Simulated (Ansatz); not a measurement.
Crystal: MnO.

```
CELL_PARAMETERS angstrom
0.00000 2.22200 2.22200
2.22200 0.00000 2.22200
2.22200 2.22200 0.00000
ATOMIC_POSITIONS crystal
Mn 0.00000 0.00000 0.00000
O 0.50000 0.50000 0.50000
```

Base run:

```yaml
Program: Ansatz 0.2.0
Functional: PBE
Potentials_or_basis: Ansatz PAW
Cutoff: "420 eV (not typed: the program's choice for these potentials)"
k_mesh: 9 × 9 × 9
Occupations: fermi-dirac, width 0.05 eV
Spin: collinear spin, ferromagnetic start
Starting_moments: "[8.0, 0.0] μB"
Fixed_moment: 8 μB
```

Its results: pressure 119.7 GPa; site moments Mn +4.53; O +1.86 μB.

**Question.** After a change of settings the same cell gave: pressure 5.1 GPa; site moments Mn +4.18; O +0.28 μB. Which change was it?
A. fixed moment from 8 μB to 2 μB; moments at the start from [8.0, 0.0] to [2.0, 0.0]
B. fixed moment from 8 μB to 3 μB; moments at the start from [8.0, 0.0] to [3.0, 0.0]
C. fixed moment from 8 μB to 6 μB; moments at the start from [8.0, 0.0] to [6.0, 0.0]
D. fixed moment from 8 μB to 5 μB; moments at the start from [8.0, 0.0] to [5.0, 0.0]

**Answer.** D.

Caveats: the total moment is fixed, so each spin has its own Fermi level; a cell with one magnetic atom can't hold antiferromagnetic order, which such compounds often take; the thresholds are loose for stress; a pressure of tens of GPa on the cell as given is suspect, and the run, the potentials or the cell itself is likely at fault (some runs).
